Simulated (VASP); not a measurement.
# TiH2 (I4/mmm) in VASP: notebook

The runs below take TiH2 through single point, with PBEsol.

All numbers are computed with VASP 6.6.1; they aren't measurements. Logs are shortened: lines on timing, memory, paths and dates and some standing lists are left out, and cuts for length are marked.

## (1) The structure

Symmetry: I4/mmm, No. 139, tetragonal system. The conventional cell has a = 3.177 Å, b = 3.177 Å, c = 4.140 Å, α = 90.00°, β = 90.00°, γ = 90.00°. Ti (site symmetry 4/mmm) has 8 H at 1.90 Å as nearest neighbours. H (site symmetry -4m2) has 4 Ti at 1.90 Å and 2 H at 2.07 Å as nearest neighbours.

The cell comes from a database or a generator and needn't be the stable form of this composition.

## (2) Single point, PBEsol

Contents of INCAR:

```
SYSTEM = TiH2
PREC     = Accurate       ! precision mode
ENCUT    = 700            ! plane-wave cutoff, eV
EDIFF    = 1E-6           ! SCF threshold, eV
ISMEAR   = 0              ! smearing method
SIGMA    = 0.1            ! smearing width, eV
LREAL    = .FALSE.        ! projectors in reciprocal space
LASPH    = .TRUE.         ! aspherical terms in the spheres
NELM     = 80             ! most SCF steps
ALGO     = Normal         ! electronic algorithm
ISIF     = 2              ! what is computed and relaxed
LWAVE    = .FALSE.        ! write WAVECAR
LCHARG   = .TRUE.         ! write CHGCAR
GGA      = PS             ! functional
LELF     = .TRUE.         ! ELF
LVHAR    = .TRUE.       
NBANDS   = 14             ! bands
```

Contents of KPOINTS:

```
Automatic mesh
0
G
  18 18 18
  0 0 0
```

Contents of POSCAR:

```
TiH2
1.0
   -1.5885800000      1.5885800000      2.0698700000
    1.5885800000     -1.5885800000      2.0698700000
    1.5885800000      1.5885800000     -2.0698700000
Ti H
1 2
Direct
    0.0000000000      0.0000000000      0.0000000000
    0.2500000000      0.7500000000      0.5000000000
    0.7500000000      0.2500000000      0.5000000000
```

Potentials or basis: VASP PAW PBE potentials, release 64 (Ti_sv, H).

Command:

```bash
> cat potpaw_PBE.64/Ti_sv/POTCAR potpaw_PBE.64/H/POTCAR > POTCAR
> mpirun -np 1 vasp_std > vasp.out
```

OUTCAR:

```text
SYSTEM = TiH2
   PREC = Accurate
   ENCUT = 700
   EDIFF = 1E-6
   ISMEAR = 0
   LREAL = .FALSE.
   LASPH = .TRUE.
   NELM = 80
   ISIF = 2
   GGA = PS

 ion  position               nearest neighbor table
   1  0.000  0.000  0.000-   3 1.90   2 1.90   3 1.90   2 1.90   2 1.90   3 1.90   2 1.90   3 1.90

   2  0.250  0.750  0.500-   1 1.90   1 1.90   1 1.90   1 1.90
   3  0.750  0.250  0.500-   1 1.90   1 1.90   1 1.90   1 1.90

  LATTYP: Found a body centered tetragonal cell.
 ALAT       =     3.1771600000
 C/A-ratio  =     1.3029686890

  Lattice vectors:

 A1 = (  -1.5885800000,   1.5885800000,   2.0698700000)
 A2 = (   1.5885800000,  -1.5885800000,   2.0698700000)
 A3 = (   1.5885800000,   1.5885800000,  -2.0698700000)

Analysis of symmetry for initial positions (statically):
=====================================================================
 Subroutine PRICEL returns:
 Original cell was already a primitive cell.

 Routine SETGRP: Setting up the symmetry group for a
 body centered tetragonal supercell.

 Subroutine GETGRP returns: Found 16 space group operations
 (whereof 16 operations were pure point group operations)
 out of a pool of 16 trial point group operations.

The static configuration has the point symmetry D_4h.

Analysis of symmetry for dynamics (positions and initial velocities):
=====================================================================
 Subroutine PRICEL returns:
 Original cell was already a primitive cell.

 Routine SETGRP: Setting up the symmetry group for a
 body centered tetragonal supercell.

 Subroutine GETGRP returns: Found 16 space group operations
 (whereof 16 operations were pure point group operations)
 out of a pool of 16 trial point group operations.

The dynamic configuration has the point symmetry D_4h.

 Subroutine INISYM returns: Found 16 space group operations
 (whereof 16 operations are pure point group operations),
 and found     1 'primitive' translations

----------------------------------------------------------------------------------------

                                     Primitive cell

  volume of cell :      20.8940

  direct lattice vectors                    reciprocal lattice vectors
    -1.588580000  1.588580000  2.069870000     0.000000000  0.314746503  0.241561064
     1.588580000 -1.588580000  2.069870000     0.314746503  0.000000000  0.241561064
     1.588580000  1.588580000 -2.069870000     0.314746503  0.314746503  0.000000000

  length of vectors
     3.054756070  3.054756070  3.054756070     0.396758250  0.396758250  0.445118773

  position of ions in fractional coordinates (direct lattice)
     0.000000000  0.000000000  0.000000000
     0.250000000  0.750000000  0.500000000
     0.750000000  0.250000000  0.500000000

  ion indices of the primitive-cell ions
   primitive index   ion index
                 1           1
                 2           2
                 3           3

----------------------------------------------------------------------------------------

 KPOINTS: Automatic mesh

Automatic generation of k-mesh.
 Grid dimensions read from file:
 generate k-points for:   18   18   18

 Generating k-lattice:

  Cartesian coordinates                     Fractional coordinates (reciprocal lattice)
     0.000000000  0.017485917  0.013420059     0.055555556 -0.000000000  0.000000000
     0.017485917  0.000000000  0.013420059    -0.000000000  0.055555556  0.000000000
     0.017485917  0.017485917  0.000000000     0.000000000  0.000000000  0.055555556

  Length of vectors
     0.022042125  0.022042125  0.024728821

  Shift w.r.t. Gamma in fractional coordinates (k-lattice)
     0.000000000  0.000000000  0.000000000

 Subroutine IBZKPT returns following result:
 ===========================================

 Found    480 irreducible k-points:

 Following reciprocal coordinates:
            Coordinates               Weight
  0.000000  0.000000  0.000000      1.000000
  0.055556  0.000000 -0.000000      8.000000
  0.111111  0.000000 -0.000000      8.000000
  0.166667  0.000000  0.000000      8.000000
  0.222222  0.000000  0.000000      8.000000
  0.277778  0.000000  0.000000      8.000000
[... 16 lines left out ...]
 -0.277778  0.055556 -0.000000     16.000000
 -0.222222  0.055556  0.000000     16.000000
 [... further k-points ...]
   k-points           NKPTS =    480   k-points in BZ     NKDIM =    480   number of bands    NBANDS=     14
   number of dos      NEDOS =    301   number of ions     NIONS =      3
   total plane-waves  NPLWV =  21952
   dimension x,y,z NGX =    28 NGY =   28 NGZ =   28
   dimension x,y,z NGXF=    56 NGYF=   56 NGZF=   56
   ions per type =               1   2
   NGX,Y,Z   is equivalent  to a cutoff of  15.24, 15.24, 15.24 a.u.
   NGXF,Y,Z  is equivalent  to a cutoff of  30.48, 30.48, 30.48 a.u.
 SYSTEM =  TiH2
   PREC   = accura    normal or accurate (medium, high low for compatibility)
   ISTART =      0    job   : 0-new  1-cont  2-samecut
   ICHARG =      2    charge: 1-file 2-atom 10-const
   ISPIN  =      1    spin polarized calculation?
   LNONCOLLINEAR =      F non collinear calculations
   LSORBIT =      F    spin-orbit coupling
   LASPH  =      T    aspherical Exc in radial PAW
   ENCUT  =  700.0 eV  51.45 Ry    7.17 a.u.   6.59  6.59  6.59*2*pi/ulx,y,z
   NELM   =     80;   NELMIN=  2; NELMDL= -5     # of ELM steps
   EDIFF  = 0.1E-05   stopping-criterion for ELM
   LREAL  =      F    real-space projection
   EDIFFG = 0.1E-04   stopping-criterion for IOM
   NSW    =      0    number of steps for IOM
   IBRION =     -1    ionic relax: 0-MD 1-quasi-New 2-CG
   NFREE  =      0    steps in history (QN), initial steepest desc. (CG)
   ISIF   =      2    stress and relaxation
   ISYM   =      2    0-nonsym 1-usesym 2-fastsym
   POTIM  = 0.5000    time-step for ionic-motion
   TEBEG  =    0.0;   TEEND  =   0.0 temperature during run
   PSTRESS=    0.0 pullay stress
   NELECT =      14.0000    total number of electrons
   NUPDOWN=      -1.0000    fix difference up-down
   EMIN   =  10.00;   EMAX   =-10.00  energy-range for DOS
   EFERMI =   0.00;   METHOD = LEGACY
   ISMEAR =     0;   SIGMA  =   0.10  broadening in eV -4-tet -1-fermi 0-gaus
   EFERMI_NEDOS =   21; number of points for ismear=-14 and -15
   IALGO  =     38    algorithm
   IMIX   =      4    mixing-type and parameters
     AMIX     =   0.40;   BMIX     =  1.00
     AMIX_MAG =   1.60;   BMIX_MAG =  1.00
  volume/ion in A,a.u.               =       6.96        47.00
  Fermi-wavevector in a.u.,A,eV,Ry     =   1.432552  2.707131 27.921952  2.052206
  Thomas-Fermi vector in A             =   2.552167
   LORBIT       =      0    0 simple, 1 ext, 2 COOP (PROOUT), +10 PAW based schemes
   GGA     = PS    functional components
   LHFCALC =     F    Hartree Fock is set to
   AEXX    =    0.0000 exact exchange contribution
   IVDW    =     0    specifies the selected vdW correction
   LEPSILON=     F    determine dielectric tensor
   LRPA    =     F    only Hartree local field effects (RPA)
 non-spin polarized calculation
 Gauss-broadening in eV      SIGMA  =   0.10
  energy-cutoff  :      700.00
  volume of cell :       20.89
 maximum number of plane-waves:       901
   NGX = 13   NGY = 13   NGZ = 13

 number of electron      14.0000001 magnetization

 Free energy of the ion-electron system (eV)
  ---------------------------------------------------
  ext. energy  EPLUGINS =         0.00000000
  ---------------------------------------------------
  free energy    TOTEN  =       -16.64615800 eV

  energy without entropy =      -16.64102776  energy(sigma->0) =      -16.64359288

 E-fermi :   7.9986     XC(G=0): -11.8846

 val. band max:        7.9971945610   @ k =   0.1111   0.0556   0.0000
 cond. band min:       8.0038935376   @ k =  -0.1111   0.2778   0.1111
 fundamental gap:      0.0066989766
 Fermi energy:         7.9986077672

 k-point     1 :       0.0000    0.0000    0.0000
  band No.  band energies     occupation
      1     -48.9361      2.00000
      2     -25.1001      2.00000
      3     -25.1001      2.00000
      4     -25.0720      2.00000
      5      -2.6845      2.00000
      6       7.6050      2.00000
      7       7.6050      2.00000
      8       8.0039      0.94021
      9       8.8238      0.00000
     10       9.2544      0.00000
     11       9.8403      0.00000
     12      22.6245      0.00000
     13      23.6479      0.00000
     14      23.6479      0.00000

 k-point     2 :       0.0556    0.0000   -0.0000
  band No.  band energies     occupation
      1     -48.9341      2.00000
      2     -25.1106      2.00000
      3     -25.1025      2.00000
      4     -25.0769      2.00000
      5      -2.6046      2.00000
      6       7.0785      2.00000
      7       7.6365      2.00000
      8       7.9085      1.79769
      9       9.2400      0.00000
     10       9.5337      0.00000
     11       9.8137      0.00000
     12      21.7708      0.00000
     13      23.6945      0.00000
     14      24.0594      0.00000

 k-point     3 :       0.1111    0.0000   -0.0000
  band No.  band energies     occupation
      1     -48.9281      2.00000
      2     -25.1478      2.00000
      3     -25.1094      2.00000
      4     -25.0839      2.00000
      5      -2.3701      2.00000
      6       6.1819      2.00000
      7       7.7167      1.99993
      8       7.9852      1.15061
      9       9.2145      0.00000
     10       9.7437      0.00000
     11      10.5979      0.00000
     12      20.5120      0.00000
     13      23.8119      0.00000
     14      23.8971      0.00000
[... 324 lines left out ...]
 k-point    23 :      -0.2778    0.0556   -0.0000
  band No.  band energies     occupation
      1     -48.8988      2.00000
      2     -25.3366      2.00000
      3     -25.1436      2.00000
      4     -25.1073      2.00000
      5      -1.1050      2.00000
      6       4.1479      2.00000
      7       7.8203      1.98832
      8       8.2968      0.00002
      9       9.3214      0.00000
     10       9.8127      0.00000
     11      13.0780      0.00000
     12      17.4896      0.00000
     13      20.9796      0.00000
     14      22.8555      0.00000

 k-point    24 :      -0.2222    0.0556    0.0000
  band No.  band energies     occupation
      1     -48.9106      2.00000
      2     -25.2603      2.00000
      3     -25.1295      2.00000
      4     -25.1000      2.00000
      5      -1.6373      2.00000
      6       4.7746      2.00000
      7       7.8750      1.91947
      8       8.2422      0.00057
      9       9.1211      0.00000
     10       9.7399      0.00000
     11      12.3499      0.00000
     12      18.5334      0.00000
     13      21.7794      0.00000
     14      23.2503      0.00000

 [... further k-points ...]

------------------------ aborting loop because EDIFF is reached ----------------------------------------

  FORCE on cell =-STRESS in cart. coord.  units (eV):
  Direction    XX          YY          ZZ          XY          YZ          ZX
  --------------------------------------------------------------------------------------
  -------------------------------------------------------------------------------------
  Total        0.0098794      0.0098794      0.0117566      0.0000000     -0.0000000      0.0000000
  in kB        0.7575655      0.7575655      0.9015139      0.0000000     -0.0000000      0.0000000
  external PRESSURE =       0.8055483 kB  Pullay stress =       0.0000000 kB

 VOLUME and BASIS-vectors are now :
 -----------------------------------------------------------------------------
  energy-cutoff  :      700.00
  volume of cell :       20.89
      direct lattice vectors                 reciprocal lattice vectors
    -1.588580000  1.588580000  2.069870000     0.000000000  0.314746503  0.241561064
     1.588580000 -1.588580000  2.069870000     0.314746503  0.000000000  0.241561064
     1.588580000  1.588580000 -2.069870000     0.314746503  0.314746503  0.000000000

 POSITION                                       TOTAL-FORCE (eV/Angst)
 -----------------------------------------------------------------------------------
      0.00000      0.00000      0.00000         0.000000     -0.000000      0.000000
      1.58858      0.00000      1.03493         0.000000     -0.000000      0.000000
      0.00000      1.58858      1.03493        -0.000000      0.000000     -0.000000
 -----------------------------------------------------------------------------------
    total drift:                               -0.000000     -0.000000      0.000000

  FREE ENERGIE OF THE ION-ELECTRON SYSTEM (eV)
  ---------------------------------------------------
  free  energy   TOTEN  =       -16.6461579983 eV

  energy  without entropy=      -16.6410277609  energy(sigma->0) =      -16.64359288
```

Run time: 2.4 min. Hardware: 1 thread of Intel Xeon Platinum 8488C (Sapphire Rapids), shared host; peak memory 0.34 GiB.

What came out:

```yaml
Free_energy: -16.6462 eV
Pressure: 0.1 GPa
Band_gap_on_the_k_mesh: none (metal or under the smearing width)
```

Caveat: the PAW data sets were made with another functional, which shifts forces and pressure a little.

## (3) Single point, PBEsol

Changes to INCAR since step 2:

```diff
@@ -2,3 +2,3 @@
 PREC     = Accurate       ! precision mode
-ENCUT    = 700            ! plane-wave cutoff, eV
+ENCUT    = 520            ! plane-wave cutoff, eV
 EDIFF    = 1E-6           ! SCF threshold, eV
```

Contents of KPOINTS:

```
Automatic mesh
0
G
  28 28 28
  0 0 0
```

POSCAR is that of step 2.

Potentials or basis: VASP PAW PBE potentials, release 64 (Ti_sv, H).

Command:

```bash
> cat potpaw_PBE.64/Ti_sv/POTCAR potpaw_PBE.64/H/POTCAR > POTCAR
> mpirun -np 1 vasp_std > vasp.out
```

Run time: 3.2 min. Hardware: 1 thread of Intel Xeon Platinum 8488C (Sapphire Rapids), shared host; peak memory 0.55 GiB.

It converged, with:

```yaml
Free_energy: -16.6441 eV
Pressure: -0.1 GPa
Band_gap_on_the_k_mesh: none (metal or under the smearing width)
```

Levels at points of the mesh, in eV from the Fermi level:
| k point | band 4 | band 5 | band 6 | band 7 | band 8 | band 9 | band 10 | band 11 |
| --- | --- | --- | --- | --- | --- | --- | --- | --- |
| (0.00, 0.00, 0.00) | -33.07 | -10.68 | -0.39 | -0.39 | 0.01 | 0.83 | 1.26 | 1.84 |
| (0.50, 0.00, 0.00) | -33.11 | -7.40 | -5.11 | -0.48 | 0.18 | 2.26 | 2.57 | 5.06 |
| (0.50, 0.50, 0.00) | -33.20 | -5.74 | -5.52 | -3.18 | 2.29 | 2.49 | 2.76 | 7.04 |
| (0.50, 0.50, 0.50) | -33.29 | -6.52 | -4.35 | -3.08 | 2.53 | 2.57 | 2.57 | 7.07 |

Caveat: the PAW data sets were made with another functional, which shifts forces and pressure a little.
